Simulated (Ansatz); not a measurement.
The system is AlCo3.

```
Co Al
1.0
     3.57495    0.00000    0.00000
     0.00000    3.57495    0.00000
     0.00000    0.00000    3.57495
Co Al
3 1
Direct
  0.00000 0.50000 0.50000
  0.50000 0.00000 0.50000
  0.50000 0.50000 0.00000
  0.00000 0.00000 0.00000
```

The cell comes from a database or a generator and needn't be the stable form of this composition.

- Program: Ansatz 0.2.0
- Task: single point
- Functional: PBEsol
- Potentials or basis: Ansatz PAW
- Cutoff: 420 eV (not typed: the program's choice for these potentials)
- k mesh: 8 × 8 × 8
- Occupations: fermi-dirac, width 0.05 eV
- Spin: collinear spin, ferromagnetic start
- Starting moments: [2.0, 2.0, 2.0, 0.0] μB

On this cell: pressure -7.4 GPa; largest force zero by symmetry; net moment 3.86 μB per cell; site moments Co +1.34; Al -0.06 μB; band gap on the k mesh none (metal or under the smearing width).

The same run follows on a disturbed copy (atoms moved at random, drawn with an rms of 0.05 Å):

```xyz
4
Lattice="3.5749 0.0000 0.0000 0.0000 3.5749 0.0000 0.0000 0.0000 3.5749" Properties=species:S:1:pos:R:3 pbc="T T T"
Co   -0.0589    1.7935    1.8100
Co    1.8247   -0.0163    1.7971
Co    1.7773    1.7787    0.0053
Al   -0.0070   -0.0032    0.0560
```

**Question.** What changes?

**Answer.** The energy (extrapolated to zero smearing) moves by +6.1 meV/atom; pressure -7.0 GPa; largest force 0.461 eV/Å; net moment 3.85 μB per cell; site moments Co +1.34, +1.33; Al -0.05 μB; band gap on the k mesh none (metal or under the smearing width).

Forces on the atoms (eV/Å):
```
Co   0.290 -0.093  0.117
Co  -0.410  0.062  0.202
Co  -0.101  0.006  0.020
Al   0.221  0.025 -0.338
```

Stress tensor (GPa, compression positive):
```
-7.12 -0.07 -0.23
-0.07 -6.93 -0.05
-0.23 -0.05 -6.97
```

Caveats: the PAW data sets come from PBE, with cores solved anew for the run's functional, which leaves a small shift of forces and pressure.
